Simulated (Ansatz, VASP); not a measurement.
**AgCl in VASP and in Ansatz**

INCAR

```
SYSTEM = AgCl
PREC = Accurate
ENCUT = 520
EDIFF = 1E-6
ISMEAR = 0
SIGMA = 0.05
LREAL = .False.
LASPH = .True.
NELM = 100
ALGO = Normal
ISIF = 2
LWAVE = .False.
LCHARG = .False.
GGA = PS
NBANDS = 16
```

File KPOINTS:

```
regular mesh
0
Gamma
  10 10 10
  0 0 0
```

The input POSCAR:

```
AgCl
1.0
    3.4339730000      0.0000000000      0.0000000000
    0.0000000000      3.4339730000      0.0000000000
    0.0000000000      0.0000000000      3.4339730000
Ag Cl
1 1
Direct
    0.0000000000      0.0000000000      0.0000000000
    0.4817995075      0.5000000000      0.5000000000
```

Input for Ansatz:

```yaml
crystal:
  lattice:
    - [3.433973, 0.0, 0.0]
    - [0.0, 3.433973, 0.0]
    - [0.0, 0.0, 3.433973]
  atoms:
    - { symbol: Ag, position: [0.0, 0.0, 0.0] }
    - { symbol: Cl, position: [0.4817995075, 0.5, 0.5] }
basis:
  ecutwfc: 420
kpoints:
  mp_grid: { grid: [10, 10, 10] }
hamiltonian:
  xc: pbesol
scf:
  occupations: { method: gaussian, width: 0.05 }
output:
  forces: true
  stress: true
  eigenvalues: true
```

Change from the starting cell: all Cl atoms moved +0.062 Å, as atom 2 towards its neighbour atom 2 (Cl) at 3.434 Å.

Alike in both runs: task single point; functional PBEsol; k mesh 10 × 10 × 10; occupations gaussian, width 0.05 eV; no spin polarisation.

|  | VASP | Ansatz |
| --- | --- | --- |
| version | VASP 6.6.1 | Ansatz 0.2.0 |
| potentials or method | VASP PAW PBE potentials, release 64 (Ag, Cl) | scalar-relativistic, plane waves, PAW |
| plane-wave cutoff (eV) | 520 | 420 |
| valence electrons in the cell | 18 | 26 |

VASP gave:

```
gap on the k mesh at the Fermi level (eV) : 0.41
least direct gap on the mesh (eV)         : 1.91
pressure (GPa)                            : -4.6
rms of the force components (eV/Å)        : 0.005
```

Task: Which values does Ansatz return?

Result: gap on the k mesh at the Fermi level (eV): 0.41; least direct gap on the mesh (eV): 1.91; pressure (GPa): -4.5; rms of the force components (eV/Å): 0.005.

Atom by atom the forces differ by 0.000 eV/Å (rms over components). The two sets of potentials don't hold the same shells in valence.

Caveats: the PAW data sets were made with another functional, which shifts forces and pressure a little (VASP). A k mesh can miss the band edges.
